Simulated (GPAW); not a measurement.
# GaP (F-43m) in GPAW: notebook, part 2 of 2

GPAW 26.7.0.

### 4 Band structure, PBEsol

File run.py:

```python
from ase.dft.bandgap import bandgap
from ase.io import read, write
from ase.units import GPa
from gpaw import GPAW, PW, setup_paths

setup_paths.insert(0, '.')

atoms = read('GaP.xyz')

calc = GPAW(mode=PW(600),
            xc='PBEsol',
            kpts={'size': (6, 6, 6), 'gamma': True},
            occupations={'name': 'fermi-dirac', 'width': 0.05},
            nbands=11,
            convergence={'density': 1e-05, 'energy': 1e-05},
            maxiter=150,
            txt='gpaw.txt')
atoms.calc = calc
energy = atoms.get_potential_energy()
forces = atoms.get_forces()
stress = atoms.get_stress()
calc.write('gs.gpw')
write('result.traj', atoms)
print(f'Energy: {energy:.6f} eV')
print('Forces (eV/A):')
print(forces.round(4))
print('Stress (GPa):', (stress / GPa).round(3))
print('Fermi level:', round(calc.get_fermi_level(), 4), 'eV')
print(f'Gap: {bandgap(calc)[0]:.4f} eV, direct: {bandgap(calc, direct=True)[0]:.4f} eV')

path = atoms.cell.bandpath('GXWKGLUWLK,UX', npoints=60, eps=1e-4)
bs_calc = calc.fixed_density(kpts=path, symmetry='off', nbands=21,
                             convergence={'bands': 'CBM+6.0', 'eigenstates': 1e-6}, txt='bands.txt')
bs = bs_calc.band_structure()
bs.write('bs.json')
print(f'Gap on the path: {bandgap(bs_calc)[0]:.4f} eV')
```

File GaP.xyz:

```xyz
2
Lattice="0.0000000000 2.7252500000 2.7252500000 2.7252500000 0.0000000000 2.7252500000 2.7252500000 2.7252500000 0.0000000000" Properties=species:S:1:pos:R:3 pbc="T T T"
Ga     0.0000000000      0.0000000000      0.0000000000
P      4.0878750000      4.0878750000      4.0878750000
```

Potentials or basis: PAW data sets generated in the run's folder for this functional, pw.

Started as:

```sh
gpaw-setup -f PBEsol Ga P
OMP_NUM_THREADS=1 python run.py
```

gpaw.txt:

```text
__  _  _
 | _ |_)|_||  |
 |__||  | ||/\| - 26.7.0

Input parameters:
  mode=PW(ecut=600.0),
  convergence={'density': 1e-05, 'energy': 1e-05},
  kpts=MonkhorstPack(size=(6, 6, 6), gamma=True),
  maxiter=150,
  nbands=11,
  occupations=Occupations(name='fermi-dirac', width=0.05),
  xc=XC(name='PBEsol')

Diagonalizing LCAO Hamiltonian
Converting LCAO to pw mode

                    P

       Ga

Atoms  # Å, Bohr magnetons
|   | symbol |        x |        y |        z |    initial magnetic moments |
|---|--------|----------|----------|----------|-----------------------------|
| 0 |     Ga | 0.000000 | 0.000000 | 0.000000 | ( 0.0000,  0.0000,  0.0000) |
| 1 |      P | 4.087875 | 4.087875 | 4.087875 | ( 0.0000,  0.0000,  0.0000) |

Unit cell  # Å
| periodic |        x |        y |        z |  lengths |    angles |
|----------|----------|----------|----------|----------|-----------|
|      yes | 0.000000 | 2.725250 | 2.725250 | 3.854086 | 60.000000 |
|      yes | 2.725250 | 0.000000 | 2.725250 | 3.854086 | 60.000000 |
|      yes | 2.725250 | 2.725250 | 0.000000 | 3.854086 | 60.000000 |

Number of symmetries: 24
Symmetry operations  # r_c * U_cc + t_c -> r_c
|    | kind |            matrix            |
|----|------|------------------------------|
|  0 |  E   |  1, 0, 0,  0, 1, 0,  0, 0, 1 |
|  1 |  σ   |  1, 0, 0,  0, 0, 1,  0, 1, 0 |
|  2 |  σ   |  1, 0,-1,  0, 1,-1,  0, 0,-1 |
|  3 |  C3  |  1, 0,-1,  0, 0,-1,  0, 1,-1 |
|  4 |  C3  |  1,-1, 0,  0,-1, 1,  0,-1, 0 |
|  5 |  σ   |  1,-1, 0,  0,-1, 0,  0,-1, 1 |
|  6 |  σ   |  0, 1, 0,  1, 0, 0,  0, 0, 1 |
|  7 |  C3  |  0, 1, 0,  0, 0, 1,  1, 0, 0 |
|  8 |  C2  |  0, 1,-1,  1, 0,-1,  0, 0,-1 |
|  9 |  S4  |  0, 1,-1,  0, 0,-1,  1, 0,-1 |
| 10 |  C3  |  0, 0, 1,  1, 0, 0,  0, 1, 0 |
| 11 |  σ   |  0, 0, 1,  0, 1, 0,  1, 0, 0 |
| 12 |  S4  |  0, 0,-1,  1, 0,-1,  0, 1,-1 |
| 13 |  C3  |  0, 0,-1,  0, 1,-1,  1, 0,-1 |
| 14 |  S4  |  0,-1, 1,  1,-1, 0,  0,-1, 0 |
| 15 |  C2  |  0,-1, 1,  0,-1, 0,  1,-1, 0 |
| 16 |  C3  |  0,-1, 0,  1,-1, 0,  0,-1, 1 |
| 17 |  S4  |  0,-1, 0,  0,-1, 1,  1,-1, 0 |
| 18 |  S4  | -1, 1, 0, -1, 0, 1, -1, 0, 0 |
| 19 |  C3  | -1, 1, 0, -1, 0, 0, -1, 0, 1 |
| 20 |  C3  | -1, 0, 1, -1, 1, 0, -1, 0, 0 |
| 21 |  S4  | -1, 0, 1, -1, 0, 0, -1, 1, 0 |
| 22 |  σ   | -1, 0, 0, -1, 1, 0, -1, 0, 1 |
| 23 |  C2  | -1, 0, 0, -1, 0, 1, -1, 1, 0 |

BZ-sampling:
  Number of BZ points: 216
  Number of IBZ points: 16

  Monkhorst-Pack size: [6, 6, 6]
  Monkhorst-Pack shift: [0.08333333333333333, 0.08333333333333333, 0.08333333333333333]

K-points  # in reciprocal-cell coordinates
[... 66 lines left out ...]
    valence: 5
    core:    10
    charge:  0.0  # [|e|]
    compensation charges:
      type: gauss
      rc: 0.30  # [Å]
      lmax: 2
    cutoffs:
      filter: 1.69  # [Å]
      core: 1.81  # [Å]
    projectors
    | kind |    occ | energy [eV] | rcut [Å] |
    |------|--------|-------------|----------|
    |   3s |  2.000 |     -13.916 |    0.953 |
    |   3p |  3.000 |      -5.479 |    0.953 |
    |    s |        |      13.296 |    0.953 |
    |    p |        |      21.732 |    0.953 |
    |    d |        |       0.000 |    0.953 |

    Using partial waves for P as LCAO basis

Reference energy: -62131.327136  # eV

eigensolver:
  PPCG
  Converge bands: occupied
  niter=2

density mixing:
  MSR1-Mixer
  Pratt-step length: 0.05
  Maximum mixing coefficient: 0.75
  Old densities: 10
  SVD Regularization: 0.005
  Good broyden scale: 1.0
  Trust region scale: 1.0
  Backstep threshold: 4.0
  History deletion threshold: 6.0
  Fourier metric: weight=20.0, sigma=0.015

occupation numbers:
  Fermi-Dirac:
    width: 0.0500  # eV

poisson solver:
  ecut: 4800.0  # eV

xc functional:
  name: PBEsol with 2 nearest neighbor stencil

convergence criteria:
[... 6 lines left out ...]
|iter     | |      energy | eigst |  dens |
|---------|-|-------------|-------|-------|
|iter:   1| |   -9.998800 | -0.28 |       |
|iter:   2| |   -9.965669 | -2.36 | -0.85 |
|iter:   3| |   -9.810204 | -1.94 | -0.88 |
|iter:   4| |   -9.809593 | -3.44 | -1.54 |
|iter:   5| |   -9.809691 | -4.45 | -2.10 |
|iter:   6| |   -9.809718 | -5.76 | -2.81 |
|iter:   7| |   -9.809718c| -7.35 | -3.86 |
|iter:   8| |   -9.809718c| -7.69c| -4.40 |
|iter:   9| |   -9.809718c| -8.72c| -5.32c|

Converged in 9 steps
Energy contributions relative to reference atoms: (reference = -62131.327136)

Energy contributions:
  Kinetic:          23.733868
  Coulomb:         -20.927250
  Zero:              0.010139
  External:          0.000000
  Xc:              -12.626475
  Entropy:          -0.000000
  Spinorbit:         0.000000
  ----------------------------
  Free energy:      -9.809718
  Extrapolated:     -9.809718

dipole moment: (-10.815909, -10.815909, -10.815909)  # |e|*Ang

Fermi level: 5.626
Eigenvalues  # (at kpt = [0.000, 0.000, 0.000])
| band index |      eig [eV] | occ [0-2] |
|------------|---------------|-----------|
|          0 |        -7.621 |     2.000 |
|          1 |         4.871 |     2.000 |
|          2 |         4.871 |     2.000 |
|          3 |         4.871 |     2.000 |
|          4 |         6.682 |     0.000 |
|          5 |         8.731 |     0.000 |
|          6 |         8.731 |     0.000 |
|          7 |         8.731 |     0.000 |
|          8 |        13.513 |     0.000 |
|          9 |        14.534 |     0.000 |
|         10 |        14.534 |     0.000 |

Gap: 1.523 eV
Transition (v -> c):
  (s=0, k=0, n=3, [0.00, 0.00, 0.00]) -> (s=0, k=12, n=4, [0.50, 0.50, 0.00])
Direct/indirect transitions are different
Direct gap: 1.811 eV
Transition at: (s=0, k=0, n=3, [0.00, 0.00, 0.00])

Forces  # eV/Ang
|        x |        y |        z |
|----------|----------|----------|
|  0.00000 | -0.00000 | -0.00000 |  # Ga   0
| -0.00000 | -0.00000 |  0.00000 |  # P    1

Stress tensor  # eV/Ang^3
|         x |         y |         z |
|-----------|-----------|-----------|
| -0.009808 |  0.000000 | -0.000000 |
|  0.000000 | -0.009808 | -0.000000 |
| -0.000000 | -0.000000 | -0.009808 |

# Writing to gs.gpw (mode='')
```

stdout:

```text
Energy: -9.809718 eV
Forces (eV/A):
[[ 0. -0. -0.]
 [-0. -0.  0.]]
Stress (GPa): [-1.571 -1.571 -1.571 -0.    -0.     0.   ]
Fermi level: 5.6261 eV
Gap: 1.5226 eV, direct: 1.8112 eV
Gap on the path: 1.4823 eV
```

It took 25 s on 1 thread of Arm Neoverse V1, shared host; peak memory 0.2 GiB.

Results:

```
Free energy             : -9.8097 eV
Pressure                : 1.6 GPa
Band gap on the k mesh  : 1.52 eV, indirect (least direct gap 1.81 eV)
Band gap along the path : 1.48 eV, indirect (least direct gap 1.81 eV)
```

Levels at the corners of the path, in eV from the valence-band top:
```
point  band 1  band 2  band 3  band 4  band 5  band 6  band 7  band 8
    Γ  -12.49    0.00    0.00    0.00    1.81    3.86    3.86    3.86
    X   -9.65   -6.77   -2.70   -2.70    1.52    1.74   10.58   10.58
    W   -9.58   -6.54   -3.64   -3.46    4.63    4.88    6.06    6.06
    K   -9.70   -6.55   -3.99   -2.27    2.09    4.76    8.21    8.23
    Γ  -12.49    0.00    0.00    0.00    1.81    3.86    3.86    3.86
    L  -10.55   -6.66   -1.12   -1.12    1.63    4.67    4.67    8.12
    U   -9.70   -6.55   -3.99   -2.27    2.09    4.76    8.21    8.23
    W   -9.58   -6.54   -3.64   -3.46    4.63    4.88    6.06    6.06
    L  -10.55   -6.66   -1.12   -1.12    1.63    4.67    4.67    8.12
    K   -9.70   -6.55   -3.99   -2.27    2.09    4.76    8.21    8.23
    U   -9.70   -6.55   -3.99   -2.27    2.09    4.76    8.21    8.23
    X   -9.65   -6.77   -2.70   -2.70    1.52    1.74   10.58   10.58
```

### 5 Band structure, PBEsol, spin-orbit coupling, no magnetisation

Edit run.py of step 4 so:

```diff
@@ -1,5 +1,8 @@
+import numpy as np
+from ase import Atoms
 from ase.dft.bandgap import bandgap
-from ase.io import read, write
+from ase.io import write
 from ase.units import GPa
 from gpaw import GPAW, PW, setup_paths
+from gpaw.spinorbit import soc_eigenstates
 
@@ -7,3 +10,9 @@
 
-atoms = read('GaP.xyz')
+atoms = Atoms(['Ga', 'P'],
+              cell=[[0.0, 2.72525, 2.72525],
+                    [2.72525, 0.0, 2.72525],
+                    [2.72525, 2.72525, 0.0]],
+              scaled_positions=[[0.0, 0.0, 0.0],
+                                [0.75, 0.75, 0.75]],
+              pbc=True)
 
@@ -36 +45,7 @@
 print(f'Gap on the path: {bandgap(bs_calc)[0]:.4f} eV')
+
+soc = soc_eigenstates(bs_calc, theta=0, phi=0)
+np.savetxt('soc_bands.dat', soc.eigenvalues(), fmt='%.4f')
+mesh = soc_eigenstates('gs.gpw', theta=0, phi=0)
+np.savetxt('soc_mesh.dat', mesh.eigenvalues(), fmt='%.4f')
+print('Fermi level with spin-orbit coupling:', round(mesh.fermi_level, 4), 'eV')
```

Started as:

```sh
gpaw-setup -f PBEsol Ga P
OMP_NUM_THREADS=1 python run.py
```

Run time: 24 s. Hardware: 1 thread of Arm Neoverse V1, shared host; peak memory 0.21 GiB.

The run converged. Its results:

```
Free energy             : -9.8097 eV
Pressure                : 1.6 GPa
Band gap on the k mesh  : 1.49 eV, indirect (least direct gap 1.78 eV)
Band gap along the path : 1.45 eV, indirect (least direct gap 1.78 eV)
```

Levels at the corners of the path, in eV from the valence-band top:
```tsv
point	band 6	band 7	band 8	band 9	band 10	band 11
Γ	0.00	0.00	0.00	1.78	1.78	3.71
X	-2.74	-2.71	-2.71	1.49	1.49	1.71
W	-3.66	-3.51	-3.46	4.59	4.60	4.84
K	-4.01	-2.30	-2.30	2.06	2.07	4.73
Γ	0.00	0.00	0.00	1.78	1.78	3.71
L	-1.19	-1.11	-1.11	1.60	1.60	4.61
U	-4.01	-2.30	-2.30	2.06	2.07	4.73
W	-3.66	-3.51	-3.46	4.59	4.60	4.84
L	-1.19	-1.11	-1.11	1.60	1.60	4.61
K	-4.01	-2.30	-2.30	2.06	2.07	4.73
U	-4.01	-2.30	-2.30	2.06	2.07	4.73
X	-2.74	-2.71	-2.71	1.49	1.49	1.71
```

Caveat: spin-orbit coupling was added after a scalar SCF, so levels and gaps hold it while energy, forces, pressure and moments don't; this program's spin-orbit splittings come out too wide for heavy elements.

### 6 Overview

| task | level | potentials or basis | spin | k mesh | band path | band points | spin axis theta (degrees) | spin axis phi (degrees) | soc after scf | gap on the mesh (eV) | pressure (GPa) |
| --- | --- | --- | --- | --- | --- | --- | --- | --- | --- | --- | --- |
| equation of state | r2SCAN+D3(BJ) | GPAW PAW data sets (gpaw-data 1.2.1), pw | off | 8 × 8 × 8 | - | - | - | - | - | - | - |
| band structure | vdW-DF | GPAW PAW data sets (gpaw-data 1.2.1), pw | SOC, no magnetisation | 8 × 8 × 8 | GXWKGLUWLK,UX | 100 | 54.7 | 45 | second variation | 1.80 | - |
| band structure | PBEsol | PAW data sets generated in the run's folder for this functional, pw | off | 6 × 6 × 6 | GXWKGLUWLK,UX | 60 | - | - | - | 1.52 | 1.6 |
| band structure | PBEsol | PAW data sets generated in the run's folder for this functional, pw | SOC, no magnetisation | 6 × 6 × 6 | GXWKGLUWLK,UX | 60 | 0 | 0 | second variation | 1.49 | 1.6 |

Alike in all rows: cell as given; cutoff (eV) 600; smearing fermi-dirac 0.05 eV.

Caveats: the PAW data sets were made with another functional, which shifts forces and pressure a little (some runs); spin-orbit coupling was added after a scalar SCF, so levels and gaps hold it while energy, forces, pressure and moments don't (some runs); this program's spin-orbit splittings come out too wide for heavy elements (some runs); the points scatter about the fit (some runs).

Total energies depend on the potentials used, so only differences within one code and one set of settings carry meaning.

### 7 Against experiment

Step 3. Measured gap of GaP: 2.34 eV (indirect; 10 K; quoted in “Stacking defects in GaP nanowires: Electronic structure and optical properties”, 2018, arxiv:1810.01194). This calculation gives 1.75 eV (-0.59 eV). The value is that of vdW-DF, without temperature or zero-point motion.

Step 4. Against the measured gap of GaP, 2.34 eV (indirect; 10 K; quoted in “Stacking defects in GaP nanowires: Electronic structure and optical properties”, 2018, arxiv:1810.01194), the calculated 1.48 eV is off by -0.86 eV. Spin-orbit coupling on Ga is left out. The value is that of PBEsol, without temperature or zero-point motion. Semilocal functionals fall short of measured gaps as a rule.

Step 5. Against the measured gap of GaP, 2.34 eV (indirect; 10 K; quoted in “Stacking defects in GaP nanowires: Electronic structure and optical properties”, 2018, arxiv:1810.01194), the calculated 1.45 eV is off by -0.89 eV. The value is that of PBEsol, without temperature or zero-point motion. Semilocal functionals fall short of measured gaps as a rule.
